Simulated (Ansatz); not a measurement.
**InSb3 and its elements: formation energy from the elements in Python**

Is InSb3 stable against its elements? Aim: a formation energy from the elements, for InSb3 and its elements, run from a script.

All numbers are computed with the Python package of Ansatz 0.2.0. Level of theory: DFT PBE, plane waves, PAW.

### Step 1. The system

InSb3 Pm-3m: Symmetry: Pm-3m, No. 221, cubic system. The conventional cell has a = 4.806 Å, b = 4.806 Å, c = 4.806 Å, α = 90.00°, β = 90.00°, γ = 90.00°. In (site symmetry m-3m) has 12 Sb at 3.40 Å as nearest neighbours. Sb (site symmetry 4/mmm) has 4 In at 3.40 Å and 8 Sb at 3.40 Å as nearest neighbours.

In I4/mmm: Symmetry: I4/mmm, No. 139, tetragonal system. Conventional cell: a = 3.251 Å, b = 3.251 Å, c = 4.947 Å, α = 90.00°, β = 90.00°, γ = 90.00°. Around In (site symmetry 4/mmm) lie 12 In at 3.25 to 3.38 Å.

Sb R-3m: It takes space group R-3m (No. 166, trigonal). Conventional cell: a = 4.308 Å, b = 4.308 Å, c = 11.274 Å, α = 90.00°, β = 90.00°, γ = 120.00°. Sb (site symmetry 3m) has 3 Sb at 2.91 Å as nearest neighbours.

The script holds or builds the structure itself.

### Step 2. The code

File insb3_formation.py:

```python
'''Is InSb3 bound against its elements, after relaxing atoms and volume at fixed cell shape.'''

from collections import Counter
import warnings

import ansatz as az
from ase import Atoms
import numpy as np


def solve(name, crystal):
    calc = (
        crystal.calculation()
        .basis(460)
        .kpoints(spacing=0.14)
        .occupations('fermi_dirac', width=0.02)
        .stress()
    )
    calc = calc.relax(force_tolerance=0.02, fix_cell=['shape'])
    return calc.run(threads=1)


def counts(outcome):
    return Counter(site.symbol for site in outcome.lattice.sites)

def formation_energy(outcome, mu):
    n = counts(outcome)
    return (outcome.report['energy_sigma0_ev'] - sum(k * mu[element] for element, k in n.items())) / sum(n.values())


def volume_per_atom(outcome):
    return abs(np.linalg.det(outcome.lattice.cell_ang)) / len(outcome.lattice.sites)


def main() -> None:
    warnings.simplefilter('ignore', az.DeckWarning)

    phases = {}
    atoms = Atoms(
        ['In', 'Sb', 'Sb', 'Sb'],
        scaled_positions=[
            (0.0, 0.0, 0.0),
            (0.5, 0.0, 0.5),
            (0.0, 0.5, 0.5),
            (0.5, 0.5, 0.0),
        ],
        cell=[
            (4.80637, 0.0, 0.0),
            (0.0, 4.80637, 0.0),
            (0.0, 0.0, 4.80637),
        ],
        pbc=True,
    )
    insb3 = az.Crystal.from_ase(atoms)
    phases['InSb3'] = insb3
    atoms = Atoms(
        ['In'],
        scaled_positions=[
            (0.0, 0.0, 0.0),
        ],
        cell=[
            (-1.62547, 1.62547, 2.4737),
            (1.62547, -1.62547, 2.4737),
            (1.62547, 1.62547, -2.4737),
        ],
        pbc=True,
    )
    in_cell = az.Crystal.from_ase(atoms)
    phases['In'] = in_cell
    sb = (
        az.Lattice.from_parameters(4.506662, 4.506662, 4.506662, alpha=57.11017, beta=57.11017, gamma=57.11017)
        .atom('Sb', (0.23349, 0.23349, 0.23349))
        .atom('Sb', (0.76651, 0.76651, 0.76651))
    )
    phases['Sb'] = sb

    done = {}
    for name, crystal in phases.items():
        done[name] = solve(name, crystal)
        print(f'{name}: {done[name].report["energy_sigma0_ev"]:.4f} eV, {len(done[name].lattice.sites)} atoms')

    # chemical potentials of the elements at zero temperature
    references = {'In': 'In', 'Sb': 'Sb'}
    mu = {element: done[name].report['energy_sigma0_ev'] / len(done[name].lattice.sites) for element, name in references.items()}

    target = done['InSb3']
    heat = formation_energy(target, mu)
    n = counts(target)
    print('cell content:', dict(n), ' volume', round(volume_per_atom(target), 3), 'A^3/atom')
    print('formation energy', round(heat, 4), 'eV/atom,', round(heat * sum(n.values()), 4), 'eV per cell')
    print('bound against the elements' if heat < 0 else 'unbound against the elements')


if __name__ == '__main__':
    main()
```

### Step 3. The calls as engine input

The engine receives this input (first run):

```yaml
crystal:
  lattice:
    - [4.80637, 0.0, 0.0]
    - [0.0, 4.80637, 0.0]
    - [0.0, 0.0, 4.80637]
  atoms:
    - { symbol: In, position: [0.0, 0.0, 0.0] }
    - { symbol: Sb, position: [0.5, 0.0, 0.5] }
    - { symbol: Sb, position: [0.0, 0.5, 0.5] }
    - { symbol: Sb, position: [0.5, 0.5, 0.0] }
basis:
  ecutwfc: 460.0
kpoints:
  mp_grid:
    kspacing: 0.14
scf:
  occupations:
    method: fermi_dirac
    width: 0.02
relax:
  f_tol: 0.02
  cell:
    fix: [shape]
output:
  stress: true
```

### Step 4. Launch

Launch:

```console
python insb3_formation.py
```

Output:

```text
InSb3: -25050.5823 eV, 4 atoms
In: -5597.8461 eV, 1 atoms
Sb: -12968.9792 eV, 2 atoms
cell content: {<Element.IN: 'In'>: 1, <Element.SB: 'Sb'>: 3}  volume 27.892 A^3/atom
formation energy 0.1832 eV/atom, 0.7326 eV per cell
unbound against the elements
```

Wall time 2.5 min (1 thread of Arm Neoverse V1, shared host); peak memory 0.64 GiB.

### Step 5. What changed from run to run

The engine's inputs for the other runs:

Run 2, against run 1:

```diff
@@ -3,3 +3,3 @@
-    - [4.80637, 0.0, 0.0]
-    - [0.0, 4.80637, 0.0]
-    - [0.0, 0.0, 4.80637]
+    - [-1.62547, 1.62547, 2.4737]
+    - [1.62547, -1.62547, 2.4737]
+    - [1.62547, 1.62547, -2.4737]
@@ -8,3 +7,0 @@
-    - { symbol: Sb, position: [0.5, 0.0, 0.5] }
-    - { symbol: Sb, position: [0.0, 0.5, 0.5] }
-    - { symbol: Sb, position: [0.5, 0.5, 0.0] }
```

Run 3, against run 1:

```diff
@@ -3,3 +3,6 @@
-    - [4.80637, 0.0, 0.0]
-    - [0.0, 4.80637, 0.0]
-    - [0.0, 0.0, 4.80637]
+    a: 4.506662
+    b: 4.506662
+    c: 4.506662
+    alpha: 57.11017
+    beta: 57.11017
+    gamma: 57.11017
@@ -7,4 +10,2 @@
-    - { symbol: In, position: [0.0, 0.0, 0.0] }
-    - { symbol: Sb, position: [0.5, 0.0, 0.5] }
-    - { symbol: Sb, position: [0.0, 0.5, 0.5] }
-    - { symbol: Sb, position: [0.5, 0.5, 0.0] }
+    - { symbol: Sb, position: [0.23349, 0.23349, 0.23349] }
+    - { symbol: Sb, position: [0.76651, 0.76651, 0.76651] }
```

### Step 6. The runs side by side

From the records of these 3 runs:

```csv
run,system,space group at the end,energy (eV/atom),from the elements (meV/atom),final volume (Å³/atom),pressure (GPa),SCF cycles in all,CPU time (s)
1,InSb3 (4 atoms),Pm-3m,-6262.6456,183.2,27.89,0.00,16,42
2,In (1 atom),I4/mmm,-5597.8461,0.0,27.50,0.03,18,39
3,Sb (2 atoms),R-3m,-6484.4896,0.0,31.73,0.05,28,70
```

Energies are extrapolated to zero smearing width, as in the script. Totals carry meaning only in balanced differences at one level of theory.

### Step 7. How the relaxation of run 1 went

Relaxation path:

```csv
step,E - E(step 1) (eV/cell),largest force component (eV/Å),pressure (GPa),volume (Å³)
1,0.0000,0.0000,0.25,111.03
2,-0.0002,0.0000,-0.09,111.75
3,-0.0003,0.0000,0.00,111.57
4,-0.0004,0.0000,0.00,111.57
```

Step 1 is the start. Step 4 repeats the geometry before it on a plane-wave basis chosen anew for that cell, so its energy need not be comparable with the rows above.

|  | before | after | change |
| --- | --- | --- | --- |
| a (Å) | 4.806 | 4.814 | +0.2 % |
| b (Å) | 4.806 | 4.814 | +0.2 % |
| c (Å) | 4.806 | 4.814 | +0.2 % |
| volume (Å³/atom) | 27.76 | 27.89 | +0.5 % |
| shortest distance (Å) | 3.399 | 3.404 | +0.2 % |
| space group (0.01 Å) | Pm-3m | Pm-3m | same |

The run keeps the 48 symmetry operations of the start, so it could not have lowered the symmetry.

### Step 8. How the relaxation of run 3 went

Relaxation path:

| step | E - E(step 1) (eV/cell) | largest force component (eV/Å) | pressure (GPa) | volume (Å³) |
| --- | --- | --- | --- | --- |
| 1 | 0.0000 | 0.1675 | 2.73 | 60.41 |
| 2 | -0.0076 | 0.2521 | -1.71 | 65.25 |
| 3 | -0.0236 | 0.0476 | -0.10 | 63.48 |
| 4 | -0.0239 | 0.0071 | 0.04 | 63.45 |
| 5 | -0.0245 | 0.0071 | 0.05 | 63.45 |

Step 1 is the start. Step 5 repeats the geometry before it on a plane-wave basis chosen anew for that cell, so its energy need not be comparable with the rows above.

Lengths and angles in the start's conventional setting:

|  | before | after | change |
| --- | --- | --- | --- |
| a (Å) | 4.308 | 4.379 | +1.6 % |
| b (Å) | 4.308 | 4.379 | +1.6 % |
| c (Å) | 11.274 | 11.460 | +1.6 % |
| volume (Å³/atom) | 30.21 | 31.73 | +5.0 % |
| shortest distance (Å) | 2.908 | 2.952 | +1.5 % |
| space group (0.01 Å) | R-3m | R-3m | same |

The run keeps the 12 symmetry operations of the start, so it could not have lowered the symmetry.

### Step 9. Outcome

| quantity | value |
| --- | --- |
| runs compared | 3 |
| energy of InSb3 (run 1) from the elements | 183 meV/atom |

In words: No cell tried lies below the elements: the best, InSb3, is 183 meV/atom above them. Temperature and entropy of mixing are left out. In run 1, over 2 moves the cell grew by 0.5 % in volume, and the space group stayed Pm-3m. In run 3, over 3 moves the cell grew by 5.0 % in volume, and the space group stayed R-3m. What to keep in mind:
- Atoms and volume are relaxed with the cell's shape held, which in cells of lower than cubic symmetry can hide stresses and shift volumes.
- No functional is typed, so the default, PBE, holds.
- The compound is the structure given, not necessarily its lowest; energies are at zero temperature, with no correction for gases. A semilocal functional's error on such energies is often 0.05 to 0.1 eV an atom, and 0.1 to 0.3 eV against gases such as O2 or F2. Whether this is the phase that is stable at ambient conditions was not tested.
